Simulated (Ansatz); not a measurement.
# Mg (simple hexagonal type): the cost of one run

Computed with Ansatz 0.2.0 (DFT, PBE, PAW with Ansatz's default frozen-core files, scalar-relativistic, unless a step's input says otherwise).

## 1. The starting structure

Symmetry: P6/mmm, No. 191, hexagonal system. Conventional cell: a = 3.083 Å, b = 3.083 Å, c = 2.898 Å, α = 90.00°, β = 90.00°, γ = 120.00°. Mg (site symmetry 6/mmm) is surrounded by 8 Mg at 2.90 to 3.08 Å.

As a file:

```cif
data_structure
_symmetry_space_group_name_H-M 'P 1'
_symmetry_Int_Tables_number 1
_cell_length_a 3.0829
_cell_length_b 3.0829
_cell_length_c 2.8980
_cell_angle_alpha 90.000
_cell_angle_beta 90.000
_cell_angle_gamma 120.000
_cell_volume 23.85
loop_
_atom_site_label
_atom_site_type_symbol
_atom_site_fract_x
_atom_site_fract_y
_atom_site_fract_z
_atom_site_occupancy
Mg1 Mg 0.00000 0.00000 0.00000 1
```

Whether this phase is the stable one at these pressures isn't tested.

## 2. Cell relaxed at zero pressure, PAW

The input, input.yaml:

```yaml
crystal:
  lattice:
    - [3.0829336494, 0.0, 0.0]
    - [-1.5414668247, 2.6698988586, 0.0]
    - [0.0, 0.0, 2.8979576304]
  atoms:
    - { symbol: Mg, position: [0.0, 0.0, 0.0] }
kpoints:
  mp_grid: { grid: [14, 14, 13] }
scf:
  occupations: { method: fermi_dirac, width: 0.1 }
hamiltonian:
  xc: pbe
  pseudopotentials: { kind: paw }
output:
  forces: true
  stress: true
relax:
  f_tol: 0.005
  max_steps: 40
  cell: {}
```

The run is started by

```sh
ansatz run input.yaml --threads 1 --pin off --max-ram 2048MiB --backend cpu --events-out ev --progress --plain --runs-dir out
```

What time and memory should one allow on 1 thread of Arm Neoverse V2, shared host?

About 10 s, with a peak of 0.29 GiB.
